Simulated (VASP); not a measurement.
The system is CrO2.

```
Cr O
1.0
     2.77988    0.00000    0.00000
    -1.38994    2.40745    0.00000
     0.00000    0.00000    4.48452
Cr O
1 2
Direct
  0.00000 0.00000 0.00000
  0.33333 0.66667 0.25200
  0.66667 0.33333 0.74800
```

Measurements of this composition are mostly on another form, of space group No. 136.

Base run:

- Program: VASP 6.6.1
- Functional: r2SCAN
- Potentials or basis: VASP PAW PBE potentials, release 64 (Cr_pv, O)
- Cutoff: 520 eV
- k mesh: 8 × 8 × 4
- Occupations: gaussian, width 0.05 eV
- Spin: collinear spin, ferromagnetic start
- Starting moments: [3.0, 0.0, 0.0] μB
- Hubbard terms: Cr d U = 5 eV

Its results: pressure 9.1 GPa; site moments Cr +2.95; O -0.41 μB; largest force 1.411 eV/Å.

The run is repeated on the same cell with these changes: further incar settings from ALGO = Normal; EDIFF = 1e-06; NBANDS = 23 to ALGO = Normal; EDIFF = 1e-07; NBANDS = 23; fixed moment from none to 1 μB. What comes out?

Pressure 1.6 GPa; site moments Cr +1.41; O -0.18 μB; largest force 2.236 eV/Å.

Caveats: the PAW data sets were made with another functional, which shifts forces and pressure a little; a cell with one magnetic atom can't hold antiferromagnetic order, which such compounds often take; the moment is held away from its start (some runs); the total moment is fixed, so each spin has its own Fermi level (some runs).
